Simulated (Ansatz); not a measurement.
System: In (fcc type), 1 atom in the cell.

```yaml
crystal:
  lattice:
    - [0.00000, 2.39570, 2.39570]
    - [2.39570, 0.00000, 2.39570]
    - [2.39570, 2.39570, 0.00000]
  atoms:
    - { symbol: In, position: [0.00000, 0.00000, 0.00000] }
```
Lattice in Å, positions in fractions of it.

Code and potentials: Ansatz PAW hard set, 700 eV. Settings of the plain PBE run: k-mesh 4×4×4 Γ-centred; Fermi–Dirac smearing of 0.15 eV; no spin polarisation; no spin–orbit coupling.

Plain PBE gives:

| Property | Result |
| --- | --- |
| Pressure | 2.38 GPa |

(1) What changes under PBE with spin–orbit coupling?

Answers

(1) The pressure goes down by 0.12 GPa to 2.26 GPa.

The stress includes the program's correction for the finite plane-wave basis.

The k-mesh is coarse, so these values belong to this mesh and can lie far from the converged ones. This cubic structure is a model: it isn't the usual form of the substance at ambient conditions, and such phases are metastable or hypothetical.
